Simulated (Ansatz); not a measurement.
## CdTe: holes, doping and thermopower

Plane-wave DFT in Ansatz, PBE, scalar-relativistic PAW potentials, cutoff 420 eV, no spin-orbit coupling; no spin polarisation. CdTe in space group F-43m. Boltzmann transport at 300 K in rigid bands with one relaxation time, bands interpolated from the k mesh 10×10×10; values are means over x, y, z.

```tsv
holes (cm⁻³)	size of S (μV/K)	σ/τ (Ω⁻¹ m⁻¹ s⁻¹)
10^18	567.6	4.42e+16
10^19	?	4.42e+17
10^20	182.9	4.37e+18
10^21	53.9	4.06e+19
```

Task: Take the lowest doping as non-degenerate: get the effective density of states and the masses, and predict the missing S.

Result: For parabolic bands and one τ, |S| = (k_B/e)(5/2 − η) with k_B/e = 86.17 μV/K and n = N e^η. The first row gives η = -4.09, N = 5.96×10¹⁹ cm⁻³ and, from N = 2.509×10¹⁹ cm⁻³ × m_d^(3/2), a density-of-states mass of 1.78 mₑ (all valleys and bands together). σ/τ = ne²/m_c gives a conductivity mass of 0.64 mₑ; m_d is 2.8 times m_c, the sign of several valleys, several bands or anisotropy. A decade of doping costs (k_B/e) ln 10 = 198.4 μV/K, which predicts 369 μV/K; the run gave 370.3. There η is about -1.8, where Fermi statistics begin to count, but their first corrections to η and to the mean carrier energy nearly cancel, so the rule still holds. At 10^21 cm⁻³ the rule would give -28 μV/K against 53.9: the gas is degenerate there. Scattering that depends on energy changes the 5/2, and whether such doping can be reached wasn't computed. Without spin-orbit coupling the split-off band stays at the valence top, so the holes' m_d comes out too large.

Cost: about 2.5 core-minutes for the runs cited, on Intel Xeon Platinum 8488C (Sapphire Rapids) (shared hosts).

The thermopower falls with doping because it measures the mean energy of the carriers relative to the Fermi level, which moves towards and then into the valence band. Meanwhile σ/τ grows almost in proportion to the hole density, lagging slightly at the top, probably because the bands are not parabolic. At fixed τ, S²σ/τ is therefore largest at 10^20 cm⁻³ among the tabulated dopings, where the gain in carriers still outweighs the loss in S.

The gap between the two masses points to degenerate, warped bands rather than several valleys, since the valence maximum of CdTe lies at Γ and is mainly Te 5p. Heavy branches supply most of the states, while light ones carry a disproportionate share of the current. The large spin-orbit splitting of Te would remove one branch from transport, so the computed S at a given hole density is probably too high. The agreement with the predicted S supports the band statistics, but does not test the absolute conductivity or mobility.
